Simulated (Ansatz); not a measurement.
Program: Ansatz. Geometries: PBE0-D4/def2-TZVP. ΔE: electronic, gas phase. CCSD(T)/CBS adds triple-zeta CCSD(T) − MP2 to the extrapolated MP2 energy (def2 sets, frozen cores). This one scheme is used for every species. Functionals use def2-TZVPP. Each species was taken in one conformer, which may not be the lowest.

`O[Si]([SiH3])([SiH3])Cl` + `OCCO` → `OCCO[SiH3]` + `O[SiH]([SiH3])Cl`  (cleavage of the Si–Si bond)

`O[Si]([SiH3])([SiH3])Cl`:

```xyz
12

O    -0.280    1.532    1.368
Si   -0.379    0.538    0.060
Si    1.661    0.377   -1.089
Si   -1.269   -1.485    0.828
Cl   -1.713    1.328   -1.326
H     0.041    2.426    1.232
H     1.485   -0.441   -2.317
H     2.696   -0.255   -0.226
H     2.121    1.741   -1.469
H    -2.605   -1.256    1.437
H    -0.359   -2.097    1.833
H    -1.401   -2.408   -0.330
```

`OCCO`:

Cartesian coordinates in Å:
```
O -0.847 0.943 -1.137
C -0.869 -0.011 -0.106
C 0.496 -0.627 0.101
O 1.464 0.374 0.372
H -0.035 1.449 -1.020
H -1.215 0.438 0.840
H -1.591 -0.783 -0.385
H 0.824 -1.114 -0.820
H 0.462 -1.382 0.896
H 1.311 0.712 1.258
```

`OCCO[SiH3]`:

```xyz
13

O    -0.287    1.688    1.670
C     0.559    0.567    1.617
C     0.712    0.050    0.209
O    -0.574   -0.315   -0.263
Si   -0.824   -0.891   -1.784
H    -1.104    1.437    1.227
H     0.185   -0.245    2.258
H     1.534    0.879    2.000
H     1.136    0.835   -0.430
H     1.389   -0.815    0.197
H    -2.280   -1.136   -1.900
H    -0.066   -2.154   -1.998
H    -0.379    0.100   -2.802
```

`O[SiH]([SiH3])Cl`:

```xyz
9

O     1.711    0.554    0.705
Si    0.542    0.511   -0.444
Si   -1.261   -0.682    0.437
Cl    1.220   -0.468   -2.135
H     2.530    1.010    0.505
H     0.204    1.881   -0.912
H    -1.788   -0.003    1.651
H    -0.823   -2.058    0.784
H    -2.335   -0.746   -0.590
```

CCSD(T)/CBS gives -89.8 kJ/mol.

Problem. Another level gave -70.6 kJ/mol. Which?
A. B2PLYP/def2-TZVPP
B. PBE-D4/def2-TZVPP
C. ωB97X-V/def2-TZVPP
D. PBE0-D4/def2-TZVPP

Solution. D. PBE0-D4 -70.6, ωB97X-V -88.2, B2PLYP -96.0, PBE-D4 -61.8 kJ/mol.

Largest T1 diagnostic among the species: 0.013.

The D4 term adds +4.9 kJ/mol with B3LYP and +2.8 kJ/mol with PBE0; it sums over pairs of atoms, weighted by their polarisabilities, and B3LYP, whose exchange is more repulsive, gets the larger term. In def2-TZVPP, CCSD(T) changes the Hartree–Fock value by +27.7 kJ/mol (the triples alone add +4.2 kJ/mol) and MP2 by +20.5 kJ/mol.

B3LYP here is the variant with VWN-RPA as its local correlation; programs differ in this.

CCSD(T)/CBS has its own doubt, a few kJ/mol and more with outer-core shells, so smaller differences from it don't rank the levels.
